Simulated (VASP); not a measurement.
The system is Mo.

```
Mo
1.0
     1.77224    1.02320    3.08531
    -1.77224    1.02320    3.08531
     0.00000   -2.04641    3.08531
Mo
2
Direct
  0.23364 0.23364 0.23364
  0.76636 0.76636 0.76636
```

The cell was built by a generator and needn't be a form met in nature.

| Property | Result |
| --- | --- |
| Program | VASP 6.6.1 |
| Task | relaxation of cell and atoms |
| Functional | PBE |
| Potentials or basis | VASP PAW PBE potentials, release 64 (Mo_sv) |
| Cutoff | 600 eV |
| k mesh | 6 × 6 × 6 |
| Occupations | gaussian, width 0.1 eV |
| Spin | no spin polarisation |

At the start: pressure 18.0 GPa; volume 16.78 Å³/atom.

Task: Where does the relaxation end?

Result: Over 23 steps the energy falls by 1007.1 meV/atom and the volume is 16.19 Å³/atom (-3.6 %); space group R-3m (No. 166, to 0.05 Å).

Step by step:
```tsv
step	energy change (eV)	largest force (eV/Å)	pressure (GPa)	volume (Å³)
1	0.0000	2.8141	18.04	33.57
2	0.2566	0.0452	-26.84	43.57
3	-0.3754	0.8283	-8.00	37.39
4	-0.3775	0.9198	-6.66	37.12
5	-0.8202	0.2265	-6.39	35.76
6	-1.2823	0.6192	0.82	33.87
7	0.2768	8.5424	67.36	29.51
8	-1.3060	1.8777	6.55	33.25
9	-1.4941	2.3001	5.28	33.30
10	-1.4960	3.0256	9.54	32.95
11	-1.5819	2.8699	6.45	33.19
12	-1.7493	1.8145	-3.02	33.98
13	-1.7951	1.1682	-9.26	34.58
14	-1.9033	1.0922	-5.12	33.51
15	-1.9769	0.6689	3.16	32.02
16	-1.9778	0.6037	4.68	31.79
17	-2.0056	0.1755	2.28	32.03
18	-2.0115	0.0065	0.90	32.20
19	-2.0118	0.0418	0.59	32.24
20	-2.0118	0.0505	0.54	32.25
21	-2.0131	0.0252	-0.14	32.34
22	-2.0137	0.0079	-1.03	32.48
23	-2.0142	0.0284	-0.18	32.37
```

Final structure:
```
Mo
1.0
     1.50318    0.86786    4.13606
    -1.50318    0.86786    4.13606
     0.00000   -1.73573    4.13606
Mo
2
Direct
  0.25028 0.25028 0.25028
  0.74972 0.74972 0.74972
```
